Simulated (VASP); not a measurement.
A run of VASP 6.6.1 is set up as follows.

INCAR

```
ALGO = Normal ; EDIFF = 1E-6
ENCUT = 520 ; GGA = PE
ISIF = 2 ; ISMEAR = 0
LASPH = True ; LCHARG = False
LREAL = False ; LWAVE = False
NBANDS = 19 ; NELM = 100
PREC = Accurate ; SIGMA = 0.1
```

The input KPOINTS:

```
k-points
0
Gamma
  6 6 6
```

POSCAR

```
HfSi3
1.0
   -1.9327287453      1.9327287453      4.3172642103
    1.9327287453     -1.9327287453      4.3172642103
    1.9327287453      1.9327287453     -4.3172642103
Hf Si
1 3
Direct
    0.0000000000      0.0000000000      0.0000000000
    0.5000000000      0.5000000000      0.0000000000
    0.2500000000      0.7500000000      0.5000000000
    0.7500000000      0.2500000000      0.5000000000
```

Potentials or basis: VASP PAW PBE potentials, release 64 (Hf_pv, Si).

Run with:

```sh
$ cat potpaw_PBE.64/Hf_pv/POTCAR potpaw_PBE.64/Si/POTCAR > POTCAR
$ mpirun -np 1 vasp_std > vasp.out
```

Predict the band gap on the k mesh.

none (metal or under the smearing width).

Predict the pressure.

-3.1 GPa.

Stress tensor (GPa, compression positive):
```
-5.30  0.00  0.00
 0.00 -5.30  0.00
 0.00  0.00  1.40
```

Caveat: the k mesh is coarse (spacing up to 0.38 Å⁻¹), so the values aren't converged. Spin-orbit coupling is left out, which matters for the levels of Hf.
